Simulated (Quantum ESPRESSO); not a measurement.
Runs of Quantum ESPRESSO 7.5 on WC. Symmetry: Fm-3m, No. 225, cubic system. Conventional cell: a = 4.385 Å, b = 4.385 Å, c = 4.385 Å, α = 90.00°, β = 90.00°, γ = 90.00°. W (site symmetry m-3m) is surrounded by 6 C at 2.19 Å. C (site symmetry m-3m) is surrounded by 6 W at 2.19 Å. Measurements of this composition are mostly on another form, of space group No. 187.

```tsv
task	level	potentials or basis	cell	k mesh	cutoff (eV)	SCF threshold	symmetry	form of the LDA correlation	gap on the mesh (eV)	pressure (GPa)	V0 of scaled cells (Å³/atom)	B0 (GPa)
equation of state	PBEsol	GBRV 1.5 PBEsol	as given	10 × 10 × 10	762	4e-10 Ry	-	-	-	-	10.28	391
band structure	PBEsol	GBRV 1.5 PBEsol	as given	10 × 10 × 10	762	4e-10 Ry	-	-	none	-9.5	-	-
single point	PBEsol	GBRV 1.5 PBEsol	as given	10 × 10 × 10	762	4e-10 Ry	-	-	none	-9.5	-	-
band structure	r2SCAN	SG15 PBE 1.2	as given	8 × 8 × 8	1197	1e-08 Ry	off	-	none	(b)	-	-
equation of state	LDA	GBRV 1.5 LDA	as given	10 × 10 × 10	762	4e-10 Ry	-	PZ81	-	-	10.12	(a)
band structure	LDA	GBRV 1.5 LDA	as given	10 × 10 × 10	762	4e-10 Ry	-	PZ81	none	-15.1	-	-
single point	PBEsol	GBRV 1.5 PBEsol	atoms moved at random, drawn with an rms of 0.05 Å	10 × 10 × 10	762	4e-10 Ry	-	-	none	-7.5	-	-
equation of state	r2SCAN	SG15 PBE 1.2	as given	8 × 8 × 8	1197	1e-08 Ry	off	-	-	-	(c)	392
```

Alike in all rows: no spin polarisation; smearing fermi-dirac 0.05 eV.

Fill in the values left out.

(a) 406; (b) -13.9; (c) 10.14.

Caveats: spin-orbit coupling is left out, which moves the levels of the heavy elements (some runs); the potentials were made for another functional, which shifts forces and pressure (some runs); so large a pressure means that the cell lies far from this level's equilibrium, or that cutoff or potentials fall short (some runs).

A k mesh can miss the band edges, and the runs leave out spin-orbit coupling on W.

A gap of «none» marks a metal or a gap under the smearing width.

The runs don't all hold the same shells in valence.
